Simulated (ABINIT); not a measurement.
# MgO2 (R-3m) in ABINIT: relaxation of cell and atoms with LDA

Aim: the relaxation of cell and atoms of MgO2 with LDA.

All numbers are computed with ABINIT 10.8.3 (patched build); they aren't measurements. Logs are shortened: lines on timing, memory, paths and dates and some standing lists are left out, and cuts for length are marked. The log counts tension as positive stress, the text compression.

**1. Starting point**

The structure is trigonal, space group R-3m (No. 166). Conventional cell: a = 3.210 Å, b = 3.210 Å, c = 10.482 Å, α = 90.00°, β = 90.00°, γ = 120.00°. Around Mg (site symmetry -3m) lie 6 O at 2.11 Å. O (site symmetry 3m) has 1 O at 1.49 Å as nearest neighbours.

The cell comes from a database or a generator and needn't be the stable form of this composition.

**2. Relaxation of cell and atoms, LDA**

The input, run.abi:

```
# Pseudopotentials
pp_dirpath "./"
pseudos "Mg.LDA_PW-JTH.xml, O.LDA_PW-JTH.xml"

# Structure
acell 7.4737570706 7.4737570706 7.4737570706
rprim
     0.4057609562     0.2342661973     0.8834463171
    -0.4057609562     0.2342661973     0.8834463171
     0.0000000000    -0.4685323946     0.8834463171
ntypat 2
znucl 12 8
natom 3
typat 1 2 2
xred
     0.0000000000     0.0000000000     0.0000000000
     0.5712140000     0.5712140000     0.5712140000
     0.4287860000     0.4287860000     0.4287860000
chkprim 0
chksymtnons 0
tolsym 1.0e-6

# Plane-wave basis
ecut 23.0
pawecutdg 45.0
pawovlp -1

# k points
kptopt 1
ngkpt 10 10 10
nshiftk 1
shiftk 0.0 0.0 0.0

# Exchange and correlation
ixc 7

# Bands and occupations
nband 15
occopt 3
tsmear 0.05 eV

# SCF cycle
nstep 100
tolvrs 1.0e-9

# Output
iomode 3
prtwf 0
prtden 0
prteig 0
prtebands 0
enunit 1

# Relaxation
ionmov 2
ntime 60
tolmxf 5.0e-5
optcell 2
dilatmx 1.08
ecutsm 0.5
```

Potentials or basis: JTH PAW LDA v2.0.

Run with:

```console
abinit run.abi > log 2>&1
```

run.abo:

```text
.Version 10.8.3 of ABINIT
 Symmetries : space group R-3 m (#166); Bravais hR (rhombohedral)
================================================================================
 Values of the parameters that define the memory need of the present run
     intxc =       0    ionmov =       2      iscf =      17    lmnmax =       8
     lnmax =       4     mgfft =      36  mpssoang =       2    mqgrid =    3001
     natom =       3  nloc_mem =       2    nspden =       1   nspinor =       1
    nsppol =       1      nsym =      12    n1xccc =       1    ntypat =       2
    occopt =       3   xclevel =       1
       mpw =        1409          nfft =       46656          nkpt =         116
 PAW method is used; the additional fine FFT grid is defined by:
   mgfftf=        50    nfftf =    125000
================================================================================
================================================================================

--------------------------------------------------------------------------------
------------- Echo of variables that govern the present computation ------------
--------------------------------------------------------------------------------
 -outvars: echo values of preprocessed input variables --------
            acell      7.4737570706E+00  7.4737570706E+00  7.4737570706E+00 Bohr
              amu      2.43050000E+01  1.59994000E+01
          chkprim           0
      chksymtnons           0
          dilatmx      1.08000000E+00
             ecut      2.30000000E+01 Hartree
           ecutsm      5.00000000E-01 Hartree
           enunit           1
           ionmov           2
                       outvar_i_n : Printing only first  50 k-points.
              ixc           7
                       outvar_i_n : Printing only first  50 k-points.
         kptrlatt       10    0    0      0   10    0      0    0   10
          kptrlen      6.06511763E+01
            natom           3
            nband          15
            ngfft          36      36      36
          ngfftdg          50      50      50
             nkpt         116
            nstep         100
             nsym          12
            ntime          60
           ntypat           2
                       prtocc : prtvol=0, do not print more k-points.
           occopt           3
          optcell           2
        pawecutdg      4.50000000E+01 Hartree
          pawovlp     -1.0000000000E+00
           prtden           0
        prtebands           0
           prteig           0
            prtwf           0
            rprim      4.0576095620E-01  2.3426619730E-01  8.8344631710E-01
                      -4.0576095620E-01  2.3426619730E-01  8.8344631710E-01
                       0.0000000000E+00 -4.6853239460E-01  8.8344631710E-01
          spgroup         166
           tolsym      1.00000000E-06
           tolvrs      1.00000000E-09
           tsmear      1.83746611E-03 Hartree
            typat      1  2  2
           useylm           1
                       outvars : Printing only first  50 k-points.
           xangst      0.0000000000E+00  0.0000000000E+00  0.0000000000E+00
                       3.6765577441E-18  4.4940232685E-17  5.9874289432E+00
                       1.4913381891E-19  1.3610805646E-17  4.4945076746E+00
            xcart      0.0000000000E+00  0.0000000000E+00  0.0000000000E+00
                       6.9476872225E-18  8.4924731809E-17  1.1314600901E+01
                       2.8182207384E-19  2.5720695023E-17  8.4933885758E+00
             xred      0.0000000000E+00  0.0000000000E+00  0.0000000000E+00
                       5.7121400000E-01  5.7121400000E-01  5.7121400000E-01
                       4.2878600000E-01  4.2878600000E-01  4.2878600000E-01
            znucl       12.00000    8.00000

================================================================================

 chkinp: Checking input parameters for consistency.

================================================================================
== DATASET  1 ==================================================================

--- !DatasetInfo
iteration_state: {dtset: 1, }
dimensions: {natom: 3, nkpt: 116, mband: 15, nsppol: 1, nspinor: 1, nspden: 1, mpw: 1409, }
cutoff_energies: {ecut:  23.0, pawecutdg:  45.0, }
electrons: {nelect:   2.20000000E+01, charge:   0.00000000E+00, occopt:   3.00000000E+00, tsmear:   1.83746611E-03, }
meta: {optdriver: 0, ionmov: 2, optcell: 2, iscf: 17, paral_kgb: 0, }
...

 Exchange-correlation functional for the present dataset will be:
  LDA: Perdew-Wang 92 LSD fit to Ceperley-Alder data - ixc=7
  J.P.Perdew and Y.Wang, PRB 45, 13244 (1992)

 Real(R)+Recip(G) space primitive vectors, cartesian coordinates (Bohr,Bohr^-1):
 R(1)=  3.0325588  1.7508486  6.6026632  G(1)=  0.1648773  0.0951919  0.0504847
 R(2)= -3.0325588  1.7508486  6.6026632  G(2)= -0.1648773  0.0951919  0.0504847
 R(3)=  0.0000000 -3.5016973  6.6026632  G(3)=  0.0000000 -0.1903839  0.0504847
 Unit cell volume ucvol=  2.1034308E+02 bohr^3
 Angles (23,13,12)=  4.78776427E+01  4.78776427E+01  4.78776427E+01 degrees

 Coarse grid specifications (used for wave-functions):

 getcut: wavevector=  0.0000  0.0000  0.0000  ngfft=  36  36  36
         ecut(hartree)=     26.827   => boxcut(ratio)=   2.06595

 Fine grid specifications (used for densities):

 getcut: wavevector=  0.0000  0.0000  0.0000  ngfft=  50  50  50
         ecut(hartree)=     52.488   => boxcut(ratio)=   2.05156

--- Pseudopotential description ------------------------------------------------
- pspini: atom type   1  psp file is ./Mg.LDA_PW-JTH.xml
 Pseudopotential format is: paw10
 basis_size (lnmax)=  4 (lmn_size=  8), orbitals=   0   0   1   1
 Spheres core radius: rc_sph= 1.90157919
 Shapefunction is SIN type: shapef(r)=[sin(pi*r/rshp)/(pi*r/rshp)]**2
 Radius for shape functions =  1.70710089
 Compensation charge density is not taken into account in XC energy/potential

- pspini: atom type   2  psp file is ./O.LDA_PW-JTH.xml
 Pseudopotential format is: paw10
 basis_size (lnmax)=  4 (lmn_size=  8), orbitals=   0   0   1   1
 Spheres core radius: rc_sph= 1.41465230
 Shapefunction is SIN type: shapef(r)=[sin(pi*r/rshp)/(pi*r/rshp)]**2
 Radius for shape functions =  1.20231231
 Compensation charge density is not taken into account in XC energy/potential

   4.38994265E+02                                ecore*ucvol(ha*bohr**3)
--------------------------------------------------------------------------------

================================================================================

=== [ionmov= 2] Broyden-Fletcher-Goldfarb-Shanno method (forces)
================================================================================

--- Iteration: ( 1/60) Internal Cycle: (1/1)
--------------------------------------------------------------------------------

---SELF-CONSISTENT-FIELD CONVERGENCE--------------------------------------------

--- !BeginCycle
iteration_state: {dtset: 1, itime: 1, icycle: 1, }
solver: {iscf: 17, nstep: 100, nline: 4, wfoptalg: 10, }
tolerances: {tolvrs: 1.00E-09, }
...
[... 911 lines left out ...]
  2.94758170177978E+00  1.70178708906299E+00  6.47964868360593E+00
 -2.94758170177978E+00  1.70178708906299E+00  6.47964868360593E+00
  0.00000000000000E+00 -3.40357417812597E+00  6.47964868360593E+00
 Unitary Cell Volume (ucvol) [Bohr^3]=  1.95017590551705E+02
 Angles (23,13,12)= [degrees]
  4.74967938152577E+01  4.74967938152577E+01  4.74967938136324E+01
 Lengths [Bohr]
  7.31916417688007E+00  7.31916417688008E+00  7.31916417693728E+00
 Stress tensor in cartesian coordinates (strten) [Ha/bohr^3]
 -1.10418616231303E-07  0.00000000000000E+00  0.00000000000000E+00
  0.00000000000000E+00 -1.10419728791000E-07  0.00000000000000E+00
  0.00000000000000E+00  0.00000000000000E+00  1.44022262909063E-07
 Total energy (etotal) [Ha]= -9.58144819971045E+01

 Difference of energy with previous step (new-old):
           Absolute (Ha)=-5.50239E-08
           Relative     =-5.74275E-10

 At Broyd/MD step   9, gradients are converged :
  max grad (force/stress) = 1.4402E-05 < tolmxf= 5.0000E-05 ha/bohr (free atoms)

================================================================================

 ----iterations are completed or convergence reached----

 Mean square residual over all n,k,spin=   15.821E-10; max=  27.521E-07
 reduced coordinates (array xred) for    3 atoms
       0.000000000000      0.000000000000     -0.000000000000
       0.570535512435      0.570535512435      0.570535512435
       0.429464487565      0.429464487565      0.429464487565
 rms dE/dt=  1.3371E-05; max dE/dt=  1.6376E-05; dE/dt below (all hartree)
    1       0.000000000000      0.000000000000      0.000000000000
    2       0.000016375716      0.000016375716      0.000016375716
    3      -0.000016375716     -0.000016375716     -0.000016375716

 cartesian coordinates (angstrom) at end:
    1     -0.00000000000000     0.00000000000000     0.00000000000000
    2     -0.00000000000000    -0.00000000000000     5.86889755835141
    3     -0.00000000000000    -0.00000000000000     4.41774968873567

 cartesian forces (hartree/bohr) at end:
    1      0.00000000000000     0.00000000000000    -0.00000000000000
    2     -0.00000000000000    -0.00000000000000    -0.00000252725369
    3      0.00000000000000     0.00000000000000     0.00000252725369
 frms,max,avg= 1.1913588E-06 2.5272537E-06   0.000E+00  0.000E+00  0.000E+00 h/b

 cartesian forces (eV/Angstrom) at end:
    1      0.00000000000000     0.00000000000000    -0.00000000000000
    2     -0.00000000000000    -0.00000000000000    -0.00012995661009
    3      0.00000000000000     0.00000000000000     0.00012995661009
 frms,max,avg= 6.1262134E-05 1.2995661E-04   0.000E+00  0.000E+00  0.000E+00 e/A
 length scales=  7.319164176880  7.319164176880  7.319164176937 bohr
              =  3.873134882635  3.873134882635  3.873134882665 angstroms
 Fermi (or HOMO) energy (eV) =   6.18806   Average Vxc (eV)= -10.90064
 Eigenvalues (   eV  ) for nkpt= 116  k points:
 kpt#   1, nband= 15, wtk=  0.00100, kpt=  0.0000  0.0000  0.0000 (reduced coord)
 -67.67683  -35.11017  -35.08282  -35.08282  -17.07059   -9.46942   -3.56205    1.13931
   1.13931    3.90531    3.90531    9.45472    9.92785   17.18801   18.77757
 prteigrs : prtvol=0 or 1, do not print more k-points.

--- !EnergyTerms
iteration_state     : {dtset: 1, itime: 9, icycle: 1, }
comment             : Components of total free energy in Hartree
kinetic             :  1.86938505194323E+01
hartree             :  2.07888198490162E+01
xc                  : -7.02972310717848E+00
Ewald energy        : -5.63555745440830E+01
psp_core            :  2.25104958034616E+00
local_psp           : -6.79311683694911E+01
PAW spherical_terms : -6.23174243976965E+00
internal            : -9.58144885117275E+01
'-kT*entropy'       : -2.39332187689262E-15
total_energy        : -9.58144885117275E+01
total_energy_eV     : -2.60724505485373E+03
...

--- !EnergyTermsDC
iteration_state     : {dtset: 1, itime: 9, icycle: 1, }
comment             : '"Double-counting" decomposition of free energy'
band_energy         : -1.43278034933671E+01
Ewald energy        : -5.63555745440830E+01
psp_core            :  2.25104958034616E+00
xc_dc               : -1.86140699754861E+01
PAW spherical_terms : -8.76808356451448E+00
internal            : -9.58144819971045E+01
'-kT*entropy'       : -2.39332187689262E-15
total_energy_dc     : -9.58144819971045E+01
total_energy_dc_eV  : -2.60724487758180E+03
...

--- !EnergyTermsWithPAWCore
iteration_state     : {dtset: 1, itime: 9, icycle: 1, }
comment             : 'Components of total free energy, including PAW core contributions'
Total energy        : -3.49182245085915E+02
Total energy DC     : -3.49182238571292E+02
Total energy (eV)   : -9.50173294127163E+03
Total energy DC (eV): -9.50173276399970E+03
...

 rms coord change=  5.5398E-04   atom, delta coord (reduced):
     1        0.000000000000      0.000000000000     -0.000000000000
     2       -0.000678487565     -0.000678487565     -0.000678487565
     3        0.000678487565      0.000678487565      0.000678487565

 Cartesian components of stress tensor (hartree/bohr^3)
  sigma(1 1)= -1.10418616E-07  sigma(3 2)=  0.00000000E+00
  sigma(2 2)= -1.10419729E-07  sigma(3 1)=  0.00000000E+00
  sigma(3 3)=  1.44022263E-07  sigma(2 1)=  0.00000000E+00

-Cartesian components of stress tensor (GPa)         [Pressure=  7.5334E-04 GPa]
- sigma(1 1)= -3.24862785E-03  sigma(3 2)=  0.00000000E+00
- sigma(2 2)= -3.24866058E-03  sigma(3 1)=  0.00000000E+00
- sigma(3 3)=  4.23728127E-03  sigma(2 1)=  0.00000000E+00

== END DATASET(S) ==============================================================
================================================================================

 -outvars: echo values of variables after computation  --------
            acell      7.3191641769E+00  7.3191641769E+00  7.3191641769E+00 Bohr
           etotal     -9.5814481997E+01
            fcart      1.9157692259E-22  1.4117215788E-22 -0.0000000000E+00
                      -4.8831646987E-22 -9.1514763194E-22 -2.5272536945E-06
                       2.9673954728E-22  7.7397547406E-22  2.5272536945E-06
            rprim      4.0272107997E-01  2.3251112394E-01  8.8529899412E-01
                      -4.0272107997E-01  2.3251112394E-01  8.8529899412E-01
                       0.0000000000E+00 -4.6502224788E-01  8.8529899412E-01
           strten     -1.1041861623E-07 -1.1041972879E-07  1.4402226291E-07
                       0.0000000000E+00  0.0000000000E+00  0.0000000000E+00
           xangst     -6.4431948729E-20  4.3575176897E-19  1.0236434285E-20
                      -1.4927013049E-16 -4.8040762727E-17  5.8688975584E+00
                      -1.1664679486E-16 -5.1940032552E-17  4.4177496887E+00
             xred      6.0986875494E-20  1.0229488632E-19 -1.6029640594E-19
                       5.7053551243E-01  5.7053551243E-01  5.7053551243E-01
                       4.2946448757E-01  4.2946448757E-01  4.2946448757E-01
 Calculation completed.
```

Run time: 8.6 min. Hardware: 1 thread of Arm Neoverse V2, shared host; peak memory 0.14 GiB.

Results:

```
Free energy                            : -2607.2449 eV
Relaxed volume                         : 9.63 Å³/atom
Relaxed cell                           : a = 3.873 Å, b = 3.873 Å, c = 3.873 Å, α = 47.50°, β = 47.50°, γ = 47.50°
Space group after relaxing (to 0.05 Å) : R-3m (No. 166)
Energy gained by relaxing              : 24.8 meV/atom
Ionic steps                            : 9
Pressure after relaxing                : 0.0 GPa
Band gap on the k mesh                 : 2.60 eV, direct
```

The path:
```
step  energy change (eV)  largest force (eV/Å)  pressure (GPa)  volume (Å³)
   1              0.0000                0.4986           -9.80        31.17
   2             -0.0487                0.0056           -5.62        30.24
   3             -0.0707                0.2329           -0.38        29.12
   4             -0.0734                0.0361            0.11        28.95
   5             -0.0741                0.0771            0.08        28.90
   6             -0.0743                0.0811            0.04        28.90
   7             -0.0745                0.0358           -0.01        28.89
   8             -0.0745                0.0077           -0.01        28.90
   9             -0.0745                0.0001            0.00        28.90
```

Final structure:
```
Mg O
1.0
     1.55979    0.90055    3.42888
    -1.55979    0.90055    3.42888
     0.00000   -1.80109    3.42888
Mg O
1 2
Direct
  0.00000 0.00000 0.00000
  0.57054 0.57054 0.57054
  0.42946 0.42946 0.42946
```

Caveat: the atomic spheres overlap.
